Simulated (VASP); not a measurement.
Runs of VASP 6.6.1 on SH2. The cell holds a molecule in a box, 3 atoms: a = 12.326 Å, b = 12.826 Å, c = 13.326 Å, α = 90.00°, β = 90.00°, γ = 90.00°. 

```tsv
level	potentials or basis	grid for exact exchange (PRECFOCK)	screening parameter	gap on the mesh (eV)	largest force (eV/Å)
LDA	VASP PAW LDA potentials, release 64 (S, H)	-	-	5.43	0.07
RPBE+D3(BJ)	VASP PAW PBE potentials, release 64 (S, H)	-	-	5.29	0.01
optB86b-vdW	VASP PAW PBE potentials, release 64 (S, H)	-	-	(b)	0.02
PBEsol	VASP PAW PBE potentials, release 64 (S, H)	-	-	5.41	0.09
RPBE	VASP PAW PBE potentials, release 64 (S, H)	-	-	5.29	0.01
rev-vdW-DF2	VASP PAW PBE potentials, release 64 (S, H)	-	-	(c)	0.02
HSE06+D3(BJ)	VASP PAW PBE potentials, release 64 (S, H)	Fast	0.2 1/A	6.49	(a)
```

Alike in all rows: task single point; no spin polarisation; cell as given; k mesh 1 × 1 × 1; cutoff (eV) 400; smearing gaussian 0.01 eV.

Fill in the values left out.

(a) 0.46; (b) 5.16; (c) 5.17.

Caveats: the PAW data sets were made with another functional, which shifts forces and pressure a little (some runs).

Runs at the PBE level aren't shown here.
